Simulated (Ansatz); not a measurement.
# The perfect armchair graphene nanoribbon (N = 16, H edges), part 3 of 4

Aim: is the armchair graphene nanoribbon (N = 16, H edges) a metal or a semiconductor?

Ansatz 0.2.0; DFT PBE, plane waves, PAW; relaxation of a wire's period (the session's first sound run).

So far, band gap (eV): step 3 (the perfect wire, PBE) 0.708; step 4 (LDA PBE, k-mesh 1×1×15) 0.707; step 5 (PBEsol PBE, k-mesh 1×1×15) 0.709; step 6 (r2SCAN PBE, cutoff 500 eV, k-mesh 1×1×15) 0.755.

## (8) At a strained period, period over the relaxed period 0.97, k-mesh 1×1×15

This step: DFT PBE, plane waves, PAW; relaxation at a fixed period (Ansatz 0.2.0).

The period is set to 0.97 times the relaxed one and the atoms relax within it: strain changes bond lengths and angles, which shifts the bands against each other. Against the first PBE run of this kind, the mesh along the wire has 15 points against 19.

The cell differs from the one that the last finished run ended in (c 4.284 → 4.155 Å).

Contents of input.yaml:

```yaml
crystal:
  lattice:
    - [27.3, 0.0, 0.0]
    - [0.0, 7.0, 0.0]
    - [0.0, 0.0, 4.1553870945]
  atoms:
    - { symbol: C, position: [0.162290493, 0.5, 0.006822987] }
    - { symbol: C, position: [0.251519008, 0.5, 0.999833617] }
    - { symbol: C, position: [0.341994555, 0.5, 0.999769322] }
    - { symbol: C, position: [0.432282866, 0.5, 0.000412201] }
    - { symbol: C, position: [0.522546229, 0.5, 0.999954118] }
    - { symbol: C, position: [0.612928489, 0.5, 1.353e-06] }
    - { symbol: C, position: [0.703129, 0.5, 0.000720407] }
    - { symbol: C, position: [0.793550327, 0.5, 0.998915539] }
    - { symbol: C, position: [0.162290493, 0.5, 0.326510346] }
    - { symbol: C, position: [0.251519008, 0.5, 0.333499716] }
    - { symbol: C, position: [0.341994555, 0.5, 0.333564011] }
    - { symbol: C, position: [0.432282866, 0.5, 0.332921132] }
    - { symbol: C, position: [0.522546229, 0.5, 0.333379216] }
    - { symbol: C, position: [0.612928489, 0.5, 0.333331981] }
    - { symbol: C, position: [0.703129, 0.5, 0.332612927] }
    - { symbol: C, position: [0.793550327, 0.5, 0.334417795] }
    - { symbol: H, position: [0.872779169, 0.5, 0.386529315] }
    - { symbol: H, position: [0.127220831, 0.5, 0.446804018] }
    - { symbol: C, position: [0.206449673, 0.5, 0.498915539] }
    - { symbol: C, position: [0.296871, 0.5, 0.500720407] }
    - { symbol: C, position: [0.387071511, 0.5, 0.500001353] }
    - { symbol: C, position: [0.477453771, 0.5, 0.499954118] }
    - { symbol: C, position: [0.567717134, 0.5, 0.500412201] }
    - { symbol: C, position: [0.658005445, 0.5, 0.499769322] }
    - { symbol: C, position: [0.748480992, 0.5, 0.499833617] }
    - { symbol: C, position: [0.837709507, 0.5, 0.506822987] }
    - { symbol: C, position: [0.206449673, 0.5, 0.834417795] }
    - { symbol: C, position: [0.296871, 0.5, 0.832612927] }
    - { symbol: C, position: [0.387071511, 0.5, 0.833331981] }
    - { symbol: C, position: [0.477453771, 0.5, 0.833379216] }
    - { symbol: C, position: [0.567717134, 0.5, 0.832921132] }
    - { symbol: C, position: [0.658005445, 0.5, 0.833564011] }
    - { symbol: C, position: [0.748480992, 0.5, 0.833499716] }
    - { symbol: C, position: [0.837709507, 0.5, 0.826510346] }
    - { symbol: H, position: [0.127220831, 0.5, 0.886529315] }
    - { symbol: H, position: [0.872779169, 0.5, 0.946804018] }
kpoints:
  mp_grid: { grid: [1, 1, 15] }
  band_path: { path: ["Γ", Z], npoints: 50 }
scf:
  occupations: { method: fermi_dirac, width: 0.05 }
hamiltonian:
  xc: pbe
relax:
  max_steps: 40
  f_tol: 0.02
output:
  stress: true
```

Started as:

```console
$ ansatz run input.yaml --threads 4 --pin off --max-ram 16384MiB --backend cpu --events-out ev --progress --plain --runs-dir out
```

Numbers of over 12 decimals in the logs are rounded to 6 here.

The log of the run:

```text
Warning: output.stress: scf.convergence.dr2_threshold = 1e-7 eV (the SCF's general default) is looser than the 3.6e-9 eV advised for a printed stress (1e-10 eV for each atom of the cell: 36). What an SCF threshold leaves in a stress goes as its square root, and in the free energy as the threshold itself, and one threshold admits the most on a small cell: [figures from the program's tests cut] Every solve of this run  [...]
[...]
Crystal: 36 atoms, lattice volume = 794.094 Å³
Basis set: ecut = 420 eV, 15485 PW (Γ), exchange–correlation on 384×96×60 points (8 copies of the dense FFT grid, shifted against one another)
Bands: 102, of which v1, the nominal top of the filled ones, is band 66 counted from 1 (65 counted from 0)
Symmetry: 8 space group operations
[...]
k-points: 8 of 15
[...]
SCF iter   1: F=—  HF=-8092.440351 eV  |F-HF|=—  |Δ(HF+E_count)|=         —  Δρ=2.54e-3  dr2=1.38e-1  ethr=1.77e-3  ⟨swp⟩=10.4  Hψ=5039  notcnv=0  defer=156
[...]
SCF iter   7: F=-8092.414539 eV  HF=-8092.414538 eV  |F-HF|=6.10e-7  |Δ(HF+E_count)|=   7.02e-5  Δρ=1.85e-5  dr2=2.39e-6  ethr=7.58e-9  ⟨swp⟩=4.0  Hψ=2414  notcnv=0
SCF 1 converged in 7 iterations: F = -8092.414539 eV  dr2 = 2.39e-6
[...]
relax step   1: F+E_penalty+E_count = -8092.41453891 eV  Δ(F+E_penalty+E_count) = +0.000e0 eV  max|allowed force component| = 1.238e0 eV/Å  Δτ_max = 0.0000 Å  (7 SCF iters, dr2 threshold 1.00e-5 eV, accepted)
[...]
SCF iter   7: F=-8092.509556 eV  HF=-8092.509556 eV  |F-HF|=5.57e-7  |Δ(HF+E_count)|=   4.44e-6  Δρ=9.87e-6  dr2=1.00e-6  ethr=3.89e-8  ⟨swp⟩=4.0  Hψ=2052  notcnv=0
SCF 2 converged in 7 iterations: F = -8092.509556 eV  dr2 = 1.00e-6
[...]
relax step   2: F+E_penalty+E_count = -8092.50955563 eV  Δ(F+E_penalty+E_count) = -9.502e-2 eV  max|allowed force component| = 3.154e-1 eV/Å  Δτ_max = 0.0463 Å  (7 SCF iters, dr2 threshold 9.57e-5 eV, accepted)
SCF iter   1: F=—  HF=-8092.528669 eV  |F-HF|=—  |Δ(HF+E_count)|=         —  Δρ=2.47e-3  dr2=2.22e-2  ethr=1.83e-4  ⟨swp⟩=3.6  Hψ=1959  notcnv=0  defer=236
[...]
SCF iter   6: F=-8092.523442 eV  HF=-8092.523445 eV  |F-HF|=3.23e-6  |Δ(HF+E_count)|=   6.02e-6  Δρ=1.28e-5  dr2=3.76e-6  ethr=4.71e-9  ⟨swp⟩=3.5  Hψ=2675  notcnv=0
SCF 3 converged in 6 iterations: F = -8092.523442 eV  dr2 = 3.76e-6
[...]
relax step   3: F+E_penalty+E_count = -8092.52344181 eV  Δ(F+E_penalty+E_count) = -1.389e-2 eV  max|allowed force component| = 4.657e-2 eV/Å  Δτ_max = 0.0194 Å  (6 SCF iters, dr2 threshold 6.22e-6 eV, accepted)
SCF iter   1: F=—  HF=-8092.522998 eV  |F-HF|=—  |Δ(HF+E_count)|=         —  Δρ=2.54e-4  dr2=2.46e-4  ethr=1.75e-6  ⟨swp⟩=2.0  Hψ=1493  notcnv=0  defer=236
[...]
SCF iter   6: F=-8092.523630 eV  HF=-8092.523630 eV  |F-HF|=1.11e-8  |Δ(HF+E_count)|=   2.11e-8  Δρ=1.35e-6  dr2=1.78e-8  ethr=7.58e-11  ⟨swp⟩=4.0  Hψ=2260  notcnv=0
SCF 4 converged in 6 iterations: F = -8092.523630 eV  dr2 = 1.78e-8
[...]
relax step   4: F+E_penalty+E_count = -8092.52362976 eV  Δ(F+E_penalty+E_count) = -1.880e-4 eV  max|allowed force component| = 5.995e-3 eV/Å  Δτ_max = 0.0023 Å  (6 SCF iters, accepted)
[...]
the search or the solves at the SCF's close seem to have found levels that the self-consistency loop had missed (the run counts 2). By its estimate they hold under 1e-12 electrons; where the run keeps them, the occupations were computed again with them
[...]
SCF converged after 6 iterations
Free energy (F): -8092.523630 eV
[...]
Internal energy: -8092.523461 eV  (E = F + TS)
E sigma→0 (E₀):  -8092.523545 eV
Entropy (-TS):   -0.000169 eV (-0.005 meV/atom)
Fermi energy:    0.129018 eV
[...]
--- Forces (eV/Å), atoms counted from 1 ---
  atom   1  C     -0.00527928     0.00000000     0.00402967
  atom   2  C     -0.00039151     0.00000000    -0.00078324
  atom   3  C     -0.00047793     0.00000000    -0.00040419
  atom   4  C      0.00019274    -0.00000000    -0.00051844
  atom   5  C      0.00004004     0.00000000    -0.00135781
  atom   6  C      0.00080416     0.00000000    -0.00152491
  atom   7  C     -0.00127890     0.00000000    -0.00308171
  atom   8  C      0.00104076     0.00000000    -0.00519676
  atom   9  C     -0.00527928     0.00000000    -0.00402967
  atom  10  C     -0.00039151     0.00000000     0.00078324
  atom  11  C     -0.00047793     0.00000000     0.00040419
  atom  12  C      0.00019274     0.00000000     0.00051844
  atom  13  C      0.00004004     0.00000000     0.00135781
  atom  14  C      0.00080416     0.00000000     0.00152491
  atom  15  C     -0.00127890     0.00000000     0.00308171
  atom  16  C      0.00104076     0.00000000     0.00519676
  atom  17  H     -0.00599490    -0.00000000     0.00329154
  atom  18  H      0.00599490     0.00000000    -0.00329154
  atom  19  C     -0.00104076     0.00000000    -0.00519676
  atom  20  C      0.00127890     0.00000000    -0.00308171
  atom  21  C     -0.00080416     0.00000000    -0.00152491
  atom  22  C     -0.00004004     0.00000000    -0.00135781
  atom  23  C     -0.00019274     0.00000000    -0.00051844
  atom  24  C      0.00047793     0.00000000    -0.00040419
  atom  25  C      0.00039151     0.00000000    -0.00078324
  atom  26  C      0.00527928     0.00000000     0.00402967
  atom  27  C     -0.00104076     0.00000000     0.00519676
  atom  28  C      0.00127890     0.00000000     0.00308171
  atom  29  C     -0.00080416     0.00000000     0.00152491
  atom  30  C     -0.00004004     0.00000000     0.00135781
  atom  31  C     -0.00019274     0.00000000     0.00051844
  atom  32  C      0.00047793    -0.00000000     0.00040419
  atom  33  C      0.00039151     0.00000000     0.00078324
  atom  34  C      0.00527928     0.00000000    -0.00402967
  atom  35  H      0.00599490     0.00000000     0.00329154
  atom  36  H     -0.00599490     0.00000000    -0.00329154
  max |Σ_I F_I| component: 5.20e-18 eV/Å
--- Stress (GPa, compression-positive) ---
       -0.002248       0.000000       0.000000
        0.000000       0.130920       0.000000
        0.000000       0.000000      10.878083
  P = ⅓ Tr σ = 3.6689 GPa (36.689 kbar)
--- Band table (eV; the first three rows and the last of 8) ---
  k-point 0: bands = [... 62 lower, -1.3682, -0.8505, -0.4234, -0.1905, 0.4491, 0.6427, 1.0952, 1.5205, ... 32 higher]
  k-point 1: bands = [... 62 lower, -1.4169, -1.1018, -0.6108, -0.5827, 0.8064, 0.8333, 1.3545, 1.5703, ... 32 higher]
  k-point 2: bands = [... 62 lower, -1.6399, -1.5090, -1.1803, -1.0096, 1.1400, 1.4094, 1.5621, 1.9169, ... 32 higher]
  k-point 7: bands = [... 62 lower, -3.1042, -2.8033, -2.5844, -2.4610, 1.8501, 1.9908, 2.3337, 2.6839, ... 32 higher]
--- Relaxed structure (4 steps of the walk, 4 accepted, 0 SCFs on fresh bases) ---
  F+E_penalty+E_count = -8092.52362976 eV   max|allowed force component| = 5.995e-3 eV/Å
  atoms:
    - { symbol: C, position: [0.160088, 0.5, 0.00388938] }
    - { symbol: C, position: [0.250100, 0.5, 0.998651] }
    - { symbol: C, position: [0.341106, 0.5, 0.998714] }
    - { symbol: C, position: [0.431893, 0.5, -0.000749327] }
    - { symbol: C, position: [0.522669, 0.5, 0.998841] }
    - { symbol: C, position: [0.613575, 0.5, -0.00115765] }
    - { symbol: C, position: [0.704302, 0.5, -0.000464301] }
    - { symbol: C, position: [0.795186, 0.5, 0.997710] }
    - { symbol: C, position: [0.160088, 0.5, 0.329444] }
    - { symbol: C, position: [0.250100, 0.5, 0.334682] }
    - { symbol: C, position: [0.341106, 0.5, 0.334620] }
    - { symbol: C, position: [0.431893, 0.5, 0.334083] }
    - { symbol: C, position: [0.522669, 0.5, 0.334492] }
    - { symbol: C, position: [0.613575, 0.5, 0.334491] }
    - { symbol: C, position: [0.704302, 0.5, 0.333798] }
    - { symbol: C, position: [0.795186, 0.5, 0.335623] }
    - { symbol: H, position: [0.874669, 0.5, 0.377622] }
    - { symbol: H, position: [0.125331, 0.5, 0.455711] }
    - { symbol: C, position: [0.204814, 0.5, 0.497710] }
    - { symbol: C, position: [0.295698, 0.5, 0.499536] }
    - { symbol: C, position: [0.386425, 0.5, 0.498842] }
    - { symbol: C, position: [0.477331, 0.5, 0.498841] }
    - { symbol: C, position: [0.568107, 0.5, 0.499251] }
    - { symbol: C, position: [0.658894, 0.5, 0.498714] }
    - { symbol: C, position: [0.749900, 0.5, 0.498651] }
    - { symbol: C, position: [0.839912, 0.5, 0.503889] }
    - { symbol: C, position: [0.204814, 0.5, 0.835623] }
    - { symbol: C, position: [0.295698, 0.5, 0.833798] }
    - { symbol: C, position: [0.386425, 0.5, 0.834491] }
    - { symbol: C, position: [0.477331, 0.5, 0.834492] }
    - { symbol: C, position: [0.568107, 0.5, 0.834083] }
    - { symbol: C, position: [0.658894, 0.5, 0.834620] }
    - { symbol: C, position: [0.749900, 0.5, 0.834682] }
    - { symbol: C, position: [0.839912, 0.5, 0.829444] }
    - { symbol: H, position: [0.125331, 0.5, 0.877622] }
    - { symbol: H, position: [0.874669, 0.5, 0.955711] }
```

The job ended after 1.9 min (4 threads of Intel Xeon Platinum 8259CL at 2.50GHz (Skylake/Cascade Lake), shared host; peak memory 3.2 GiB; 7.1 min of CPU time).

Step by step:

```
step  energy less that of the first step (eV)  largest force component (eV/Å)
   1                                   0.0000                          1.2377
   2                                  -0.0950                          0.3154
   3                                  -0.1089                          0.0466
   4                                  -0.1091                          0.0060
```

Forces are held to the 8 operations that the run works with; a distortion that breaks them can't arise in this run.

The atoms that moved most (Å):

```
atom      dx     dy      dz  length
 H18  -0.052  0.000   0.037   0.063
 H36   0.052  0.000   0.037   0.063
 H35  -0.052  0.000  -0.037   0.063
 H17   0.052  0.000  -0.037   0.063
 C34   0.060  0.000   0.012   0.061
  C9  -0.060  0.000   0.012   0.061
 C26   0.060  0.000  -0.012   0.061
  C1  -0.060  0.000  -0.012   0.061
```

The relaxed structure:

```xyz
36
Lattice="27.3000 0.0000 0.0000 0.0000 7.0000 0.0000 0.0000 0.0000 4.1554" Properties=species:S:1:pos:R:3
C     4.3704    3.5000    0.0162
C     6.8277    3.5000    4.1498
C     9.3122    3.5000    4.1500
C    11.7907    3.5000   -0.0031
C    14.2689    3.5000    4.1506
C    16.7506    3.5000   -0.0048
C    19.2274    3.5000   -0.0019
C    21.7086    3.5000    4.1459
C     4.3704    3.5000    1.3690
C     6.8277    3.5000    1.3907
C     9.3122    3.5000    1.3905
C    11.7907    3.5000    1.3882
C    14.2689    3.5000    1.3899
C    16.7506    3.5000    1.3899
C    19.2274    3.5000    1.3871
C    21.7086    3.5000    1.3946
H    23.8785    3.5000    1.5692
H     3.4215    3.5000    1.8937
C     5.5914    3.5000    2.0682
C     8.0726    3.5000    2.0758
C    10.5494    3.5000    2.0729
C    13.0311    3.5000    2.0729
C    15.5093    3.5000    2.0746
C    17.9878    3.5000    2.0723
C    20.4723    3.5000    2.0721
C    22.9296    3.5000    2.0939
C     5.5914    3.5000    3.4723
C     8.0726    3.5000    3.4648
C    10.5494    3.5000    3.4676
C    13.0311    3.5000    3.4676
C    15.5093    3.5000    3.4659
C    17.9878    3.5000    3.4682
C    20.4723    3.5000    3.4684
C    22.9296    3.5000    3.4467
H     3.4215    3.5000    3.6469
H    23.8785    3.5000    3.9713
```

This step gave:

| Property | Result |
| --- | --- |
| energy at zero smearing | -8092.5235 eV |
| band gap | 0.6396 eV |

The electronic bands at the labelled points (eV, zero at the Fermi level):

```
  point  band 63  band 64  band 65  band 66  band 67  band 68  band 69  band 70
      Γ    -1.50    -0.98    -0.55    -0.32     0.32     0.51     0.97     1.39
halfway    -2.45    -2.37    -1.97    -1.95     1.50     1.68     1.95     2.29
      Z    -3.08    -3.08    -2.65    -2.65     1.78     1.78     2.37     2.37
```

The gap is 0.640 eV, against 0.708 eV under PBE at the relaxed period.

## (9) Strain along the wire, period over the relaxed period 1.06, k-mesh 1×1×14

The period is set to 1.06 times the relaxed one and the atoms relax within it: strain changes bond lengths and angles, which shifts the bands against each other. Against the first PBE run of this kind, the mesh along the wire has 14 points against 19.

The cell differs from the one that the last finished run ended in (c 4.155 → 4.541 Å).

Edit input.yaml of step 8 so:

```diff
@@ -4,3 +4,3 @@
     - [0.0, 7.0, 0.0]
-    - [0.0, 0.0, 4.1553870945]
+    - [0.0, 0.0, 4.5409384744]
   atoms:
@@ -43,3 +43,3 @@
 kpoints:
-  mp_grid: { grid: [1, 1, 15] }
+  mp_grid: { grid: [1, 1, 14] }
   band_path: { path: ["Γ", Z], npoints: 50 }
```

The log of the run:

```text
[...]
Crystal: 36 atoms, lattice volume = 867.773 Å³
Basis set: ecut = 420 eV, 16987 PW (Γ), exchange–correlation on 384×96×64 points (8 copies of the dense FFT grid, shifted against one another)
Bands: 102, of which v1, the nominal top of the filled ones, is band 66 counted from 1 (65 counted from 0)
Symmetry: 8 space group operations
[...]
- { symbol: H, position: [0.130025, 0.500000, 0.427763] }
[...]
- { symbol: C, position: [0.567123, 0.500000, 0.832844] }
    - { symbol: C, position: [0.656732, 0.500000, 0.833314] }
    - { symbol: C, position: [0.746343, 0.500000, 0.832722] }
    - { symbol: C, position: [0.834164, 0.500000, 0.821137] }
    - { symbol: H, position: [0.130025, 0.500000, 0.905570] }
    - { symbol: H, position: [0.869975, 0.500000, 0.927763] }
[key lines of the parts left out:]
SCF converged after 5 iterations
Free energy (F): -8090.546202 eV
Fermi energy:    -0.425399 eV
P = ⅓ Tr σ = -5.6613 GPa (-56.613 kbar)
```

Wall time 2.2 min (4 threads); peak memory 3.4 GiB; 8.4 min of CPU time.

Relaxation path:

```
step  energy less that of the first step (eV)  largest force component (eV/Å)
   1                                   0.0000                          1.2714
   2                                  -0.2169                          0.4232
   3                                  -0.2341                          0.0764
   4                                  -0.2355                          0.0534
   5                                  -0.2358                          0.0069
```

Forces are held to the 8 operations that the run works with; a distortion that breaks them can't arise in this run.

The atoms that moved most (Å):

```
atom      dx     dy      dz  length
 H35   0.077  0.000   0.086   0.115
 H17  -0.077  0.000   0.086   0.115
 H18   0.077  0.000  -0.086   0.115
 H36  -0.077  0.000  -0.086   0.115
  C1   0.097  0.000   0.024   0.100
 C26  -0.097  0.000   0.024   0.100
  C9   0.097  0.000  -0.024   0.100
 C34  -0.097  0.000  -0.024   0.100
```

The relaxed structure:

```xyz
36
Lattice="27.3000 0.0000 0.0000 0.0000 7.0000 0.0000 0.0000 0.0000 4.5409" Properties=species:S:1:pos:R:3
C     4.5273    3.5000    0.0554
C     6.9248    3.5000    4.5437
C     9.3712    3.5000    4.5410
C    11.8176    3.5000    0.0022
C    14.2619    3.5000    4.5435
C    16.7054    3.5000    0.0040
C    19.1467    3.5000    0.0046
C    21.5996    3.5000    4.5377
C     4.5273    3.5000    1.4583
C     6.9248    3.5000    1.5109
C     9.3712    3.5000    1.5136
C    11.8176    3.5000    1.5114
C    14.2619    3.5000    1.5111
C    16.7054    3.5000    1.5096
C    19.1467    3.5000    1.5090
C    21.5996    3.5000    1.5169
H    23.7503    3.5000    1.8417
H     3.5497    3.5000    1.9424
C     5.7004    3.5000    2.2672
C     8.1533    3.5000    2.2751
C    10.5946    3.5000    2.2745
C    13.0381    3.5000    2.2730
C    15.4824    3.5000    2.2727
C    17.9288    3.5000    2.2706
C    20.3752    3.5000    2.2732
C    22.7727    3.5000    2.3259
C     5.7004    3.5000    3.7874
C     8.1533    3.5000    3.7795
C    10.5946    3.5000    3.7801
C    13.0381    3.5000    3.7816
C    15.4824    3.5000    3.7819
C    17.9288    3.5000    3.7840
C    20.3752    3.5000    3.7813
C    22.7727    3.5000    3.7287
H     3.5497    3.5000    4.1121
H    23.7503    3.5000    4.2129
```

Numbers from this step:

| Property | Result |
| --- | --- |
| energy at zero smearing | -8090.5413 eV |
| band gap | 0.03259 eV |

The gap is 0.0326 eV, against 0.708 eV under PBE at the relaxed period.

[end of part 3 of 4]

[Logs are printed without paths, hosts, clocks, repeated set-up lines and the standing remarks that a program may print on its own settings, such as how far it seeks lower states.]

[Hosts, paths, dates, database ids (printed as entryN), source tags and the programs' standing remarks are cut or masked in the printed files.]
